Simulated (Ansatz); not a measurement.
**SiGe: response to biaxial strain in the a-b plane**

The task here is to estimate one member of a computed series from the others.

Computed with Ansatz 0.2.0 (DFT r2SCAN, scalar-relativistic, plane waves, PAW, unless a step's input says otherwise).

## The structure to begin with

Symmetry: P6_3mc, No. 186, hexagonal system. Conventional cell: a = 3.904 Å, b = 3.904 Å, c = 6.454 Å, α = 90.00°, β = 90.00°, γ = 120.00°. Si (site symmetry 3m) is surrounded by 4 Ge at 2.40 to 2.41 Å. Around Ge (site symmetry 3m) lie 4 Si at 2.40 to 2.41 Å.

Structure file:

```
Si Ge
1.0
     3.90438    0.00000    0.00000
    -1.95219    3.38129    0.00000
     0.00000    0.00000    6.45368
Si Ge
2 2
Direct
  0.66667 0.33333 0.87447
  0.33333 0.66667 0.37447
  0.66667 0.33333 0.50053
  0.33333 0.66667 0.00053
```

It goes back to an entry of the Materials Project, which need not be the stable form.

It is the result of an earlier relaxation at this level (volume 21.30 Å³/atom; gap on the mesh: 0.66 eV).

The unstrained cell was computed beforehand with the same settings: E(σ→0) = -9883.8355 eV for 4 atoms, gap 0.66 eV over the zone.

The first run:

The input, input.yaml:

```yaml
crystal:
  lattice:
    - [3.8653338675, 0.0, 0.0]
    - [-1.9326669337, 3.3474773233, 0.0]
    - [0.0, 0.0, 6.4924017436]
  atoms:
    - { symbol: Si, position: [0.6666666667, 0.3333333333, 0.8744661519] }
    - { symbol: Si, position: [0.3333333333, 0.6666666667, 0.3744661519] }
    - { symbol: Ge, position: [0.6666666667, 0.3333333333, 0.5005328481] }
    - { symbol: Ge, position: [0.3333333333, 0.6666666667, 0.0005328481] }
basis:
  ecutwfc: 500
kpoints:
  mp_grid: { grid: [12, 12, 4] }
hamiltonian:
  xc: r2scan
scf:
  occupations: { method: gaussian, width: 0.02 }
output:
  forces: true
  stress: true
  eigenvalues: true
relax:
  adjacent_minimum: "off"
  f_tol: 0.008
  max_steps: 40
  cell: { stress_tol: 0.015, fix: [a, b, gamma] }
```

Run with:

```
> ansatz run input.yaml --threads 1 --pin off --max-ram 2560MiB --backend cpu --events-out ev --progress --plain --runs-dir out
```

Steps of the session up to this table: The cell strained by -1.0 %; Band edges over the zone at -1.0 %; Strain +1.0 %; Seeking the band edges at +1.0 %; At -2.0 %; Seeking the band edges at -2.0 %; At +2.0 %; Band edges over the zone at +2.0 %; At -3.0 %; Seeking the band edges at -3.0 %; Strain +3.0 %; Band edges over the zone at +3.0 %.

One table of the session follows, with a row left open; its other results are not shown here.

| strain (%) | ΔE (meV/atom) | a (Å) | b (Å) | c (Å) |
| --- | --- | --- | --- | --- |
| -3.0 | 27.6 | 3.787 | 3.787 | 6.511 |
| -2.0 | 12.0 | 3.826 | 3.826 | 6.490 |
| -1.0 | 2.9 | 3.865 | 3.865 | 6.471 |
| +0.0 | 0.0 | 3.904 | 3.904 | 6.454 |
| +1.0 | ? | ? | ? | ? |
| +2.0 | 11.1 | 3.982 | 3.982 | 6.424 |
| +3.0 | 24.3 | 4.022 | 4.022 | 6.411 |

**Question.** Estimate the row for strain (%) = +1.0.

Worked estimate for «ΔE (meV/atom)». A straight line through the neighbours (0.0, 0.0) and (2.0, 11.1) gives 0.0 + (11.1 − 0.0) × (1.0 − 0.0) / (2.0 − 0.0) = 5.5; a parabola fitted to 4 rows on both sides gives 2.9.

**Answer.** ΔE (meV/atom): 2.8; a (Å): 3.943; b (Å): 3.943; c (Å): 6.438. In «ΔE (meV/atom)» the line misses by +2.7 and the parabola by +0.1.

ΔE is over the unstrained cell. Stress in GPa, positive in compression, on the Cartesian axes of the input. Gaps are Kohn-Sham gaps over the whole zone (d direct, i indirect).

Limits of these values: The gap runs from 0.47 eV at -3.0 % through 0.66 to 0.25 eV at +3.0 %, and changes between direct and indirect on the way.
